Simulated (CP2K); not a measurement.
HfO2:

```
Hf O
1.0
     3.61685    0.00000    0.00000
     1.80843    3.13229    0.00000
     1.80843    1.04410    2.95315
Hf O
1 2
Cartesian
  0.0000 0.0000 0.0000
  5.4253 3.1323 2.2149
  1.8084 1.0441 0.7383
```

Measurements of this composition are mostly on another form, of space group No. 14.

Base run:

- Program: CP2K 2026.2
- Functional: PBE
- Potentials or basis: GTH_POTENTIALS Hf GTH-PBE-q12, O GTH-PBE-q6; DZVP-MOLOPT-SR-GTH basis
- Density cutoff: 8163 eV
- k mesh: 7 × 7 × 7
- Occupations: fermi-dirac, width 0.05 eV
- Spin: no spin polarisation

Its results: band gap on the k mesh 3.97 eV, indirect (least direct gap 4.28 eV).

**Question.** The run is repeated on the same cell with these changes: hubbard terms from none to Hf d U = 6.0 eV. What comes out?

**Answer.** Band gap on the k mesh 5.53 eV, indirect (least direct gap 5.76 eV).

The U term pushes filled and empty states of the shell apart.

Caveats: spin-orbit coupling is left out, which moves the levels of the heavy elements; an odd mesh through Γ misses points on the zone boundary, where band edges often lie; the basis of atomic orbitals isn't converged, which shifts pressures, moduli and gaps; this program's U acts on Mulliken populations of all basis functions of the shell, so it isn't the U of plane-wave codes (some runs); energies scatter by some meV and the pressure isn't listed (some runs); the real-space grid breaks the cell's symmetry a little (some runs).
